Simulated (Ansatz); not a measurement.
## Re under changes of volume

One of the cells (14.714 Å³/atom); the others are scaled copies at fixed shape and fractional positions:

```
Re
1.0
     2.76080    0.00000    0.00000
    -1.38040    2.39092    0.00000
     0.00000    0.00000    4.45820
Re
2
Cartesian
  1.3804 0.7970 3.3436
  0.0000 1.5939 1.1145
```

| Property | Result |
| --- | --- |
| Program | Ansatz 0.2.0 |
| Functional | revPBE |
| Potentials or basis | Ansatz PAW |
| Cutoff | 420 eV (not typed: the program's choice for these potentials) |
| k mesh | 11 × 11 × 6 |
| Occupations | fermi-dirac, width 0.05 eV |
| Spin | no spin polarisation |

| volume (Å³/atom) | energy over the lowest point (meV/atom) | pressure (GPa) |
| --- | --- | --- |
| 13.831 | 129.48 | 36.6 |
| 14.125 | 72.04 | 26.3 |
| 14.420 | ? | ? |
| 14.714 | 8.99 | 8.8 |
| 15.008 | 0.00 | 1.3 |
| 15.303 | 4.01 | -5.4 |
| 15.597 | 19.69 | -11.4 |

Task: What does the run at 14.420 Å³/atom give?

Result: Energy over the lowest point 32.47 meV/atom; pressure 17.1 GPa.

Worked out: A Birch-Murnaghan fit of order 3 (a polynomial in V^(-2/3)) to the other rows has its minimum at 15.06 Å³/atom with B0 = V·E''(V) = 355 GPa and B' = 4.5 at fixed shape and positions, which overstates the stiffness. It gives 32.40 meV/atom at 14.420 Å³/atom, against the run's 32.47, and -dE/dV = 17.0 GPa, against 17.1.

Energies are extrapolated to zero smearing.

Caveats: the PAW data sets come from PBE, with cores solved anew for the run's functional, which leaves a small shift of forces and pressure.
